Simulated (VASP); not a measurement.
A VASP 6.6.1 single-point calculation on BeS

INCAR

```
NSW = 0
ENCUT = 520
NBANDS = 11
PREC = Accurate
LASPH = .TRUE.
ISMEAR = -1
EDIFF = 1E-7
SIGMA = 0.02
IBRION = -1
LCHARG = .FALSE.
LWAVE = .FALSE.
ISIF = 2
NELM = 120
LREAL = .FALSE.
ALGO = Fast
GGA = PE
```

KPOINTS

```
KPOINTS created by Atomic Simulation Environment
0
Gamma
10 10 10
0 0 0
```

POSCAR

```
Be S
 1.0000000000000000
     0.0000000000000000    2.3288836828999999    2.3288836828999999
     2.3288836828999999    0.0000000000000000    2.3288836828999999
     2.3288836828999999    2.3288836828999999    0.0000000000000000
 Be  S
   1   1
Cartesian
  0.0000000000000000  0.0000000000000000  0.0000000000000000
  2.3288836828999999  2.3288836828999999  2.3288836828999999
```

The recommended PBE PAW datasets give the neutral cell 8 valence electrons.

Command

```
mpirun -np 1 vasp_std
```

OSZICAR

```
N       E                     dE             d eps       ncg     rms          rms(c)
DAV:   1     0.194827487882E+02    0.19483E+02   -0.40043E+03  1034   0.639E+02
DAV:   2    -0.784300319143E+01   -0.27326E+02   -0.25855E+02  1356   0.113E+02
DAV:   3    -0.896511530578E+01   -0.11221E+01   -0.11187E+01  1323   0.225E+01
DAV:   4    -0.897084287187E+01   -0.57276E-02   -0.57261E-02  1286   0.190E+00
DAV:   5    -0.897087973293E+01   -0.36861E-04   -0.36860E-04  1340   0.149E-01    0.622E+00
RMM:   6    -0.889199464599E+01    0.78885E-01   -0.68156E-02  1072   0.132E+00    0.433E+00
RMM:   7    -0.889178126746E+01    0.21338E-03   -0.37529E-02  1104   0.107E+00    0.154E+00
RMM:   8    -0.889176410531E+01    0.17162E-04   -0.27122E-03  1121   0.355E-01    0.124E-01
RMM:   9    -0.889178741562E+01   -0.23310E-04   -0.23389E-04  1269   0.112E-01    0.342E-02
RMM:  10    -0.889180039497E+01   -0.12979E-04   -0.49825E-05  1186   0.577E-02    0.555E-03
RMM:  11    -0.889180138569E+01   -0.99072E-06   -0.90284E-06  1325   0.240E-02    0.530E-03
RMM:  12    -0.889180144188E+01   -0.56196E-07   -0.13145E-06  1231   0.102E-02    0.238E-03
RMM:  13    -0.889180132476E+01    0.11712E-06   -0.40710E-07  1113   0.489E-03    0.725E-04
RMM:  14    -0.889180128835E+01    0.36416E-07   -0.66820E-08   776   0.236E-03
   1 F= -.88918013E+01 E0= -.88918013E+01  d E =-.244734E-12
```

Standard output (part)

```
POSCAR found type information on POSCAR BeS
 POSCAR found :  2 types and       2 ions
 LDA part: xc-table for (Slater+PW92), standard interpolation
 POSCAR, INCAR and KPOINTS ok, starting setup
 WAVECAR not read
 entering main loop
```

From OUTCAR

```
k-points           NKPTS =     47   k-points in BZ     NKDIM =     47   number of bands    NBANDS=     11

   NELECT =       8.0000    total number of electrons

   dimension x,y,z NGX =    24 NGY =   24 NGZ =   24
   dimension x,y,z NGXF=    48 NGYF=   48 NGZF=   48

  energy-cutoff  :      520.00
  volume of cell :       25.26
      direct lattice vectors                 reciprocal lattice vectors
     0.000000000  2.328883683  2.328883683    -0.214695136  0.214695136  0.214695136
     2.328883683  0.000000000  2.328883683     0.214695136 -0.214695136  0.214695136
     2.328883683  2.328883683  0.000000000     0.214695136  0.214695136 -0.214695136

 k-points in reciprocal lattice and weights: KPOINTS created by Atomic Simulation Env
   0.00000000  0.00000000  0.00000000       0.001
   0.10000000  0.00000000  0.00000000       0.008
   0.20000000  0.00000000  0.00000000       0.008
   0.30000000  0.00000000  0.00000000       0.008
   0.40000000  0.00000000  0.00000000       0.008
   0.50000000  0.00000000  0.00000000       0.004
   0.10000000  0.10000000  0.00000000       0.006
   0.20000000  0.10000000  0.00000000       0.024
   ...

 E-fermi :   6.8724

 k-point     1 :       0.0000    0.0000    0.0000
  band No.  band energies     occupation
      1      -8.5477      2.00000
      2       6.1168      2.00000
      3       6.1168      2.00000
      4       6.1168      2.00000
      5      11.5264      0.00000
      6      15.2612      0.00000
      7      15.2612      0.00000
      8      15.2612      0.00000
      9      15.9173      0.00000
     10      15.9173      0.00000
     11      15.9173      0.00000

 k-point     2 :       0.1000    0.0000    0.0000
  band No.  band energies     occupation
      1      -8.4026      2.00000
      2       5.2044      2.00000
      3       6.0761      2.00000
      4       6.0761      2.00000
      5      11.9440      0.00000
      6      14.5415      0.00000
      7      14.5415      0.00000
      8      14.7845      0.00000
      9      15.7860      0.00000
     10      15.7860      0.00000
     11      16.3935      0.00000

 k-point     3 :       0.2000    0.0000    0.0000
  band No.  band energies     occupation
      1      -7.9830      2.00000
      2       3.3533      2.00000
      3       5.9908      2.00000
      4       5.9908      2.00000
      5      11.8187      0.00000
      6      12.8965      0.00000
      7      12.8965      0.00000
      8      15.3520      0.00000
      9      16.8518      0.00000
     10      16.8518      0.00000
     11      16.8874      0.00000

 k-point     4 :       0.3000    0.0000    0.0000
  band No.  band energies     occupation
      1      -7.3499      2.00000
      2       1.4432      2.00000
      3       5.9270      2.00000
      4       5.9270      2.00000
      5      11.1677      0.00000
      6      11.5564      0.00000
      7      11.5564      0.00000
      8      16.1747      0.00000
      9      18.0595      0.00000
     10      18.5185      0.00000
     11      18.5185      0.00000

 k-point     5 :       0.4000    0.0000    0.0000
  band No.  band energies     occupation
      1      -6.6738      2.00000
      2      -0.0675      2.00000
      3       5.9107      2.00000
      4       5.9107      2.00000
      5      10.6832      0.00000
      6      10.6833      0.00000
      7      10.6833      0.00000
      8      16.4057      0.00000
      9      20.0824      0.00000
     10      20.5316      0.00000
     11      20.5316      0.00000

 ...

  Total       -0.3129474     -0.3129474     -0.3129474      0.0000000      0.0000000      0.0000000
  in kB      -19.8476244    -19.8476244    -19.8476244      0.0000000      0.0000000      0.0000000
  external PRESSURE =     -19.8476244 kB  Pullay stress =       0.0000000 kB

 POSITION                                       TOTAL-FORCE (eV/Angst)
 -----------------------------------------------------------------------------------
      0.00000      0.00000      0.00000        -0.000000     -0.000000     -0.000000
      2.32888      2.32888      2.32888         0.000000      0.000000      0.000000
 -----------------------------------------------------------------------------------
    total drift:                               -0.000000     -0.000000      0.000000

  FREE ENERGIE OF THE ION-ELECTRON SYSTEM (eV)
  ---------------------------------------------------
  free  energy   TOTEN  =        -8.8918012883 eV

  energy  without entropy=       -8.8918012883  energy(sigma->0) =       -8.89180129
```

It converged. Results: gap between bands v and c on the k mesh 1.02 eV; least direct gap on the k mesh 4.08 eV; pressure -2.0 GPa. Band v is the last that the valence electrons fill when counted band by band, and c is the next.

For comparison, a separate PBE run of the intended cell, on usual settings and not on those above, gives a gap of 1.02 eV on its mesh and a pressure of -2.0 GPa.

The run above took about 7.6 s on one core of a shared host (Intel Xeon Platinum 8488C) and held 0.13 GiB at most.
